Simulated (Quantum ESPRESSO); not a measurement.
Crystal: NaCl.

```xyz
2
Lattice="3.5022 0.0000 0.0000 0.0000 3.5022 0.0000 0.0000 0.0000 3.5022" Properties=species:S:1:pos:R:3 pbc="T T T"
Cl    1.7511    1.7511    1.7511
Na    0.0000    0.0000    0.0000
```

Measurements of this composition are mostly on another form, of space group No. 225.

Base run:

* Program: Quantum ESPRESSO 7.5
* Functional: BLYP
* Potentials or basis: PseudoDojo 0.4.1 SR PBE standard
* Cutoff: 1197 eV
* Density cutoff: 4789 eV
* k mesh: 6 × 6 × 6, shifted
* Occupations: fermi-dirac, width 0.05 eV
* Spin: no spin polarisation

Its results: pressure 1.2 GPa; electronic dielectric tensor (diagonal) 2.67.

Problem. The run is repeated on the same cell with these changes: functional from BLYP to WC. What comes out?

Solution. Pressure -1.0 GPa; electronic dielectric tensor (diagonal) 2.74.

WC binds more tightly than BLYP, so the same cell stands under less pressure.

Caveats: the potentials were made for another functional, which shifts forces and pressure.
